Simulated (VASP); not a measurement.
**H: single point with PBE**

Crystal: H.

```
H
1.0
     3.70979    0.00000    0.00000
     0.00000    3.70979    0.00000
     0.54854    0.00000    4.57118
H
4
Cartesian
  0.5087 0.0000 4.1979
  0.0399 0.0000 0.3733
  2.0893 1.8549 1.9123
  2.1690 1.8549 2.6589
```

The cell isn't the ideal one: shear of c along a, cell held, atoms relaxed: +12.0 %.

```yaml
Program: VASP 6.6.1
Task: single point
Functional: PBE
Potentials_or_basis: VASP PAW PBE potentials, release 64 (H)
Cutoff: 520 eV
k_mesh: 6 × 6 × 6
Occupations: gaussian, width 0.02 eV
Spin: no spin polarisation
```

```yaml
Pressure: -0.1 GPa
Largest_force: 0.015 eV/Å
Band_gap_on_the_k_mesh: 8.94 eV
```

Forces on the atoms (eV/Å):
```
H    0.004  0.000  0.015
H   -0.004  0.000 -0.015
H    0.004  0.000  0.015
H   -0.004  0.000 -0.015
```

Stress tensor (GPa, compression positive):
```
-0.13  0.00 -0.06
 0.00 -0.12  0.00
-0.06  0.00 -0.19
```

Levels at points of the mesh, in eV from the valence-band top:
```csv
k point,band 1,band 2,band 3,band 4,band 5
"(0.00, 0.00, 0.00)",-1.44,0.00,10.12,12.08,14.83
"(0.50, 0.00, 0.00)",-0.56,-0.56,11.02,11.02,12.40
"(0.00, 0.50, 0.00)",-0.56,-0.56,11.11,11.11,12.36
"(0.50, 0.50, 0.00)",-0.35,-0.35,10.78,10.78,13.13
"(0.00, 0.00, 0.50)",-0.74,-0.74,10.06,10.06,16.82
"(0.50, 0.00, 0.50)",-0.67,-0.31,8.94,9.65,15.42
"(0.00, 0.50, 0.50)",-0.49,-0.49,9.27,9.27,15.45
"(0.50, 0.50, 0.50)",-0.30,-0.30,11.18,11.18,12.57
```

It took 18 s on 1 thread of Intel(R) Xeon(R) 6975P-C (Granite Rapids) (shared host), peak memory 0.17 GiB.

A k mesh can miss the band edges.
